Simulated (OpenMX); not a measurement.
## Cl under changes of volume

One of the cells (29.629 Å³/atom); the others are scaled copies at fixed shape and fractional positions:

```
Cl
1.0
     3.16583   -2.26490    0.00000
     3.16583    2.26490    0.00000
     0.00000    0.00000    8.26437
Cl
4
Direct
  0.37000 0.63000 0.40000
  0.13000 0.87000 0.90000
  0.63000 0.37000 0.60000
  0.87000 0.13000 0.10000
```

| Item | Value |
| --- | --- |
| Program | OpenMX 3.8.5 |
| Functional | PBE |
| Potentials or basis | OpenMX 2013 PBE set, Cl7.0-s2p2d1f1, fixed grid of 40 × 40 × 84 points |
| k mesh | 7 × 7 × 5 |
| Occupations | fermi-dirac, width 0.05 eV |
| Spin | no spin polarisation |

| volume (Å³/atom) | energy over the lowest point (meV/atom) | gap on the mesh (eV) | largest force (eV/Å) |
| --- | --- | --- | --- |
| 27.305 | ? | ? | ? |
| 27.886 | 31.07 | 2.70 | 1.579 |
| 28.467 | 20.20 | 2.62 | 1.283 |
| 29.629 | 5.89 | 2.46 | 0.753 |
| 30.210 | 2.00 | 2.39 | 0.515 |
| 30.791 | 0.00 | 2.32 | 0.298 |

**Question.** What does the run at 27.305 Å³/atom give?

**Answer.** Energy over the lowest point 44.81 meV/atom; gap on the mesh 2.78 eV; largest force 1.895 eV/Å.

Worked out: A Birch-Murnaghan fit of order 3 (a polynomial in V^(-2/3)) to the other rows has its minimum at 31.18 Å³/atom, just outside them, with B0 = V·E''(V) = 24 GPa and B' = 4.2 at fixed shape and positions, which overstates the stiffness. It gives 44.78 meV/atom at 27.305 Å³/atom, against the run's 44.81. A straight line through the other rows of the gap, of slope -3.85 eV per unit of ln V, extrapolates to 2.78 eV, against the run's 2.78.

Energies are extrapolated to zero smearing.

Caveats: an odd mesh through Γ misses points on the zone boundary, where band edges often lie; the basis of atomic orbitals isn't converged, which shifts pressures, moduli and gaps; forces of over 1 eV/Å show positions far from the minimum, so gaps and moduli don't describe the material at rest (some runs).
